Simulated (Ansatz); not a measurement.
**ZnS: a vibration from a frozen displacement**

Theory: DFT PBE, scalar-relativistic, plane waves, PAW (Ansatz). Settings: plane waves to 420 eV, k-mesh 10×10×10 (Γ-centred), Gaussian smearing 0.05 eV. No spin polarisation. Energies are free energies at this smearing, counted from the undisturbed cell; pressure is positive in compression.

Reference structure (as given, not relaxed at this level; it stands at 1.4 GPa):

```
Zn S
1.0
     0.00000    2.70465    2.70465
     2.70465    0.00000    2.70465
     2.70465    2.70465    0.00000
Zn S
1 1
Direct
  0.00000 0.00000 0.00000
  0.75000 0.75000 0.75000
```

Every Zn atom is moved by x along the Cartesian unit vector (-0.577, -0.577, -0.577); the cell and all other atoms stay fixed. The cell's volume is 39.57 Å³; the moved atoms weigh 65.380 u together and the others 32.060 u.

| x (Å) | ΔE (meV/cell) | total force on the moved atoms along the move (eV/Å) | pressure (GPa) |
| --- | --- | --- | --- |
| -0.5000 | 325.50 | 0.7597 | 4.9846 |
| -0.3750 | 224.57 | 0.8376 | 3.9435 |
| -0.2500 | 121.61 | 0.7831 | 2.7907 |
| -0.1250 | 36.89 | 0.5335 | 1.8066 |
| 0.0000 | 0.00 | 0.0000 | 1.3745 |
| 0.1250 | 54.29 | -0.9537 | 1.9955 |
| 0.2500 | 264.89 | -2.5475 | 4.3202 |
| 0.3750 | 732.73 | -5.1470 | 9.2053 |
| 0.4375 | 1110.02 | -7.0009 | 12.9542 |
| 0.5000 | 1618.39 | -9.3623 | 17.8090 |

Question: What frequency belongs to this motion?

Answer: The force constant is k = −dF/dx = 5.949 eV/Å², from the parabola through x = -0.1250, 0 and 0.1250. In every cell the moved atoms swing against the rest, so the mass is μ = m₁m₂/(m₁ + m₂) = 21.512 u, and ν̃ = 521.5 cm⁻¹ × √(|k|/μ) = 274 cm⁻¹, at this cell's pressure of 1.4 GPa. To first order in x, and within 1 %, the force on every atom lies along the move and, within each of the two groups, in proportion to the atom's mass, so this is itself a mode at the zone centre of this cell, taken without macroscopic field (the transverse frequency in a polar insulator).

Question: How far does the harmonic law reach?

Answer: At x = -0.500 Å, kx²/2 = 743.57 meV against the computed 325.50 meV (-56.2 %): the well softens in this direction at large amplitude.

The well is strongly lopsided: a displacement of 0.5000 Å costs 1618.39 meV in one direction but only 325.50 meV in the other. Positive x drives each Zn atom straight at one S neighbour, compressing that bond against steep short-range repulsion. Negative x stretches the same bond and moves Zn towards the face formed by its other three neighbours, whose bonds shorten far less. The tetrahedral site has no inversion centre, so a cubic term is allowed. On the soft side the restoring force peaks near -0.3750 Å and then weakens, so the curvature there has changed sign, although the force still points back to the ideal site.

The 274 cm⁻¹ agrees well with the known transverse optical mode of zincblende ZnS. The pressure rises for small displacements of either sign, which implies that the mode stiffens on compression. The agreement therefore probably owes something to a cell smaller than PBE's own equilibrium, where the frequency would be lower. The longitudinal mode, raised by the macroscopic field, would additionally require the Born charges and the electronic dielectric constant.
